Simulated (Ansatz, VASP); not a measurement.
Au: VASP beside Ansatz

```
Au
1.0
     2.90000    0.00000    0.00000
    -1.45000    2.51147    0.00000
     0.00000    0.00000    4.88000
Au
2
Direct
  0.33333 0.66667 0.75000
  0.66667 0.33333 0.25000
```

Alike in both runs: task single point; functional PBE; k mesh 14 × 14 × 8; occupations fermi-dirac, width 0.28 eV; no spin polarisation.

|  | VASP | Ansatz |
| --- | --- | --- |
| version | VASP 6.6.1 | Ansatz 0.2.0 |
| potentials or method | VASP PAW PBE potentials, release 64 (Au), cutoff 520 eV | all-electron LAPW, scalar-relativistic |

```csv
,VASP,Ansatz,Ansatz less VASP
pressure (GPa),1.8,2.0,+0.23
largest component of the traceless stress (GPa),0.29,0.28,-0.012
```

Ansatz ran all-electron here, so the differences hold the error of VASP's frozen core and of both bases.

The runs have no spin-orbit coupling, so splittings on Au are missing.
